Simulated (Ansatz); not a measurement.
## HfO2 under changes of volume

One of the cells (10.955 Å³/atom); the others are scaled copies at fixed shape and fractional positions:

```
Hf O
1.0
     5.21946    0.00000    0.00000
     0.00000    5.00476    0.00000
     0.00000    0.00000    5.03269
Hf O
4 8
Cartesian
  5.0472 3.6661 3.7314
  2.7820 3.6661 1.2151
  2.4375 1.3387 3.7314
  0.1723 1.3387 1.2151
  3.2994 4.6477 4.4251
  4.5298 4.6477 1.9087
  1.2211 2.7020 2.4776
  1.3886 2.7020 4.9939
  3.9984 2.3028 4.9939
  3.8308 2.3028 2.4776
  0.6896 0.3571 4.4251
  1.9201 0.3571 1.9087
```

Measurements of this composition are mostly on another form, of space group No. 14.

| Item | Value |
| --- | --- |
| Program | Ansatz 0.2.0 |
| Functional | RPBE |
| Dispersion | D4 |
| Potentials or basis | Ansatz PAW |
| Cutoff | 420 eV (not typed: the program's choice for these potentials) |
| k mesh | 5 × 6 × 5 |
| Occupations | fermi-dirac, width 0.05 eV |
| Spin | no spin polarisation |

| volume (Å³/atom) | energy over the lowest point (meV/atom) | pressure (GPa) | gap on the mesh (eV) | largest force (eV/Å) |
| --- | --- | --- | --- | --- |
| 10.298 | ? | ? | ? | ? |
| 10.517 | 40.57 | 18.8 | 4.71 | 0.282 |
| 10.736 | 19.25 | 12.6 | 4.64 | 0.198 |
| 10.955 | 5.97 | 6.9 | 4.57 | 0.123 |
| 11.175 | 0.00 | 1.9 | 4.50 | 0.093 |
| 11.394 | 0.60 | -2.7 | 4.43 | 0.122 |
| 11.613 | 7.21 | -6.9 | 4.36 | 0.174 |

**Question.** What does the run at 10.298 Å³/atom give?

**Answer.** Energy over the lowest point 70.90 meV/atom; pressure 25.7 GPa; gap on the mesh 4.77 eV; largest force 0.373 eV/Å.

Worked out: A Birch-Murnaghan fit of order 3 (a polynomial in V^(-2/3)) to the other rows has its minimum at 11.26 Å³/atom with B0 = V·E''(V) = 238 GPa and B' = 4.1 at fixed shape and positions, which overstates the stiffness. It gives 70.80 meV/atom at 10.298 Å³/atom, against the run's 70.90, and -dE/dV = 25.6 GPa, against 25.7. A straight line through the other rows of the gap, of slope -3.53 eV per unit of ln V, extrapolates to 4.79 eV, against the run's 4.77.

Energies are extrapolated to zero smearing.

Caveats: odd divisions of the mesh miss points on the zone boundary, where band edges often lie, so the gap on the mesh can be too wide; spin-orbit coupling is left out, which moves the levels of the heavy elements; the PAW data sets come from PBE, with cores solved anew for the run's functional, which leaves a small shift of forces and pressure.

A mesh can miss the band edges.
